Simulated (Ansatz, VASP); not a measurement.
**One calculation of LiF, two programs**

```xyz
2
Lattice="0.0000 2.0273 2.0273 2.0273 0.0000 2.0273 2.0273 2.0273 0.0000" Properties=species:S:1:pos:R:3 pbc="T T T"
Li    0.0000    0.0000    0.0000
F     2.0273    2.0273    2.0273
```

Change from the starting cell: volume scaled by 1.02.

Alike in both runs: task single point; functional PBE; k mesh 10 × 10 × 10; occupations fermi-dirac, width 0.03 eV; no spin polarisation.

|  | VASP | Ansatz |
| --- | --- | --- |
| version | VASP 6.6.1 | Ansatz 0.2.0 |
| potentials or method | VASP PAW PBE potentials, release 64 (Li_sv, F), cutoff 520 eV | all-electron LAPW, scalar-relativistic |

|  | VASP | Ansatz | Ansatz less VASP |
| --- | --- | --- | --- |
| gap on the k mesh at the Fermi level (eV) | 8.91 | 8.89 | -0.020 |

Ansatz ran all-electron here, so the differences hold the error of VASP's frozen core and of both bases.

 A k mesh can miss the band edges.
